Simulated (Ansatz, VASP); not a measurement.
# Au in VASP and in Ansatz

```
Au
1.0
    -1.64837    1.64837    1.64837
     1.64837   -1.64837    1.64837
     1.64837    1.64837   -1.64837
Au
1
Cartesian
  0.0000 0.0000 0.0000
```

Alike in both runs: task single point; functional LDA; k mesh 15 × 15 × 15; occupations fermi-dirac, width 0.1 eV; no spin polarisation.

|  | VASP | Ansatz |
| --- | --- | --- |
| version | VASP 6.6.1 | Ansatz 0.2.0 |
| potentials or method | VASP PAW LDA potentials, release 64 (Au) | plane waves (420 eV) with PAW, scalar-relativistic |
| plane-wave cutoff (eV) | 520 | 420 |
| valence electrons in the cell | 11 | 19 |

```csv
,VASP,Ansatz,Ansatz less VASP
pressure (GPa),-11.0,-11.4,-0.40
```

The two sets of potentials don't hold the same shells in valence. Ansatz warned: «pseudo_functional_mismatch».

The runs have no spin-orbit coupling, so splittings on Au are missing.
